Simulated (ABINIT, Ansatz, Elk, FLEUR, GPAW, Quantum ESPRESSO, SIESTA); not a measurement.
BaF2 (Fm-3m, 3 atoms in the cell) computed with different codes at matched settings

Self-consistent single point, at a second geometry (lattice scaled by 0.98). First geometry:

```yaml
crystal:
  lattice:
    - [0.00000, 3.03660, 3.03660]
    - [3.03660, 0.00000, 3.03660]
    - [3.03660, 3.03660, 0.00000]
  atoms:
    - { symbol: Ba, position: [0.00000, 0.00000, 0.00000] }
    - { symbol: F, position: [0.25000, 0.25000, 0.25000] }
    - { symbol: F, position: [0.75000, 0.75000, 0.75000] }
```

Shared settings, as Ansatz (a quantum-chemistry and plane-wave program) writes them: kpoints.mp_grid.grid = 8 8 8; scf.occupations.method = fermi_dirac; scf.occupations.width = 0.0037 Ry. Potentials and cutoffs stand in the table.

| code | model | ΔF from the first geometry (meV/atom) | gap on the mesh (eV) | cutoff |
|---|---|---|---|---|
| Quantum ESPRESSO | PBE, PSlibrary PAW (PBE) pseudopotentials | 61.0 | 7.313 | 55 Ry |
| ABINIT | PBE, norm-conserving pseudopotentials (PseudoDojo nc-sr-05 PBE standard) | 54.2 | 7.390 | 42 Ha |
| GPAW | PBE, GPAW PAW datasets PBE (gpaw-data 1.0.1) | 64.1 | 7.307 | 900 eV |
| FLEUR | PBE, all-electron FLAPW (FLEUR), scalar-relativistic valence | 57.8 | 7.541 | Kmax 3.8 1/bohr |
| Ansatz | PBE, PAW files | 55.8 | 7.364 | 30.9 Ry |
| Elk | PBE, all-electron FP-LAPW, Elk's shipped species files, APW+lo basis with extra local orbitals | 66.8 | 7.377 | rgkmax 8 |
| SIESTA | GGA PBE, numerical atomic orbitals TZP, PseudoDojo PBE standard norm-conserving potentials (rewritten from UPF to PSML) | 58.4 | 6.862 | grid 350 Ry |

Gaps are read on the mesh.

The spread over the programs that give each value: ΔF from the first geometry within 12.6 meV/atom; gap on the mesh within 0.679 eV.

SIESTA uses small atom-centred bases, whose incompleteness enters pressures, forces and empty levels differently from a plane-wave cutoff. FLEUR and Elk treat all electrons, but the usual bases taken here (sphere radii, linearisation, local orbitals, empty states) were not tested for convergence, so the values are no reference for the others. In the gap, FLEUR (by 0.203) and SIESTA (by 0.477) lie more than 0.12 eV from the median of the plane-wave programs.

The starting cell comes from a database of computed structures (which also holds hypothetical and non-ambient phases and stackings), without a prior relaxation at this level. Its lattice was rescaled by a random factor within 2.5 % of one. For this run, on top of that: lattice scaled by 0.98.

Keys are those of Ansatz 0.2.
